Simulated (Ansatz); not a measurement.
# NaCl: band gap under strain

How does strain move the band edges of NaCl in the rocksalt structure, and do the functionals agree on it? States: +5.1 % strain along x alone; -2.1 % strain along [111] alone; +5.0 % biaxial strain in x and y, z held.

The runs shown are made with Ansatz 0.2.0. PAW datasets, plane waves. The values are computed, spin-unpolarised, and not measurements.

## 1. Starting point

The unstrained cell was relaxed with r2SCAN; in each strained cell the atoms were relaxed again with r2SCAN. Names of k-points are those of the unstrained zone, where strain can split equivalent points. First state: +5.1 % strain along x alone.

It is tetragonal, I4/mmm (No. 139); conventional cell a = 3.964 Å, c = 5.892 Å, 23.14 Å³ an atom. Near Na stand 6 Cl at 2.80–2.95 Å; near Cl stand 6 Na at 2.80–2.95 Å.

Coordinates:

```xyz
2
Lattice="0.0000 2.8027 2.8027 2.9459 0.0000 2.8027 2.9459 2.8027 0.0000" Properties=species:S:1:pos:R:3 pbc="T T T"
Na    0.0000    0.0000    0.0000
Cl    2.9459    2.8027    2.8027
```

## 2. +5.1 % strain along x alone: PBE

File input.yaml:

```yaml
crystal:
  lattice:
    - [0.0, 2.8026988303, 2.8026988303]
    - [2.9459167406, 0.0, 2.8026988303]
    - [2.9459167406, 2.8026988303, 0.0]
  atoms:
    - { symbol: Na, position: [0.0, 0.0, 0.0] }
    - { symbol: Cl, position: [0.5, 0.5, 0.5] }
kpoints:
  mp_grid: { grid: [8, 8, 8] }
  band_path:
    path:
      - [0.0, 0.0, 0.0]
      - [0.5, 0.0, 0.5]
      - [0.625, 0.25, 0.625]
      - [0.375, 0.375, 0.75]
      - [0.5, 0.5, 0.5]
      - [0.5, 0.25, 0.75]
    npoints: 1
hamiltonian:
  xc: pbe
scf:
  occupations: { method: fermi_dirac, width: 0.02 }
  n_extra_bands: 4
output:
  forces: true
  stress: true
  eigenvalues: true
```

Further steps of the session: +5.1 % strain along x alone: r2SCAN; +5.1 % strain along x alone: HSE06; -2.1 % strain along [111] alone: PBE; -2.1 % strain along [111] alone: r2SCAN; -2.1 % strain along [111] alone: HSE06; +5.0 % biaxial strain in x and y, z held: PBE; +5.0 % biaxial strain in x and y, z held: r2SCAN; +5.0 % biaxial strain in x and y, z held: HSE06.

Before running it: what results should come out?

As calculated:

Least gap in eV (negative: overlap):

| state | PBE | r2SCAN | HSE06 |
| --- | --- | --- | --- |
| +5.1 % strain along x alone | 4.97 | 5.75 | 6.33 |
| -2.1 % strain along [111] alone | 5.21 | 6.01 | 6.59 |
| +5.0 % biaxial strain in x and y, z held | 4.81 | 5.58 | 6.16 |

In words: Where both were run, the HSE06 gap lies +1.35 to +1.38 eV from PBE's, each on its own k points. In PBE the gap is least under +5.0 % biaxial strain in x and y, z held (4.81 eV) and largest under -2.1 % strain along [111] alone (5.21 eV).
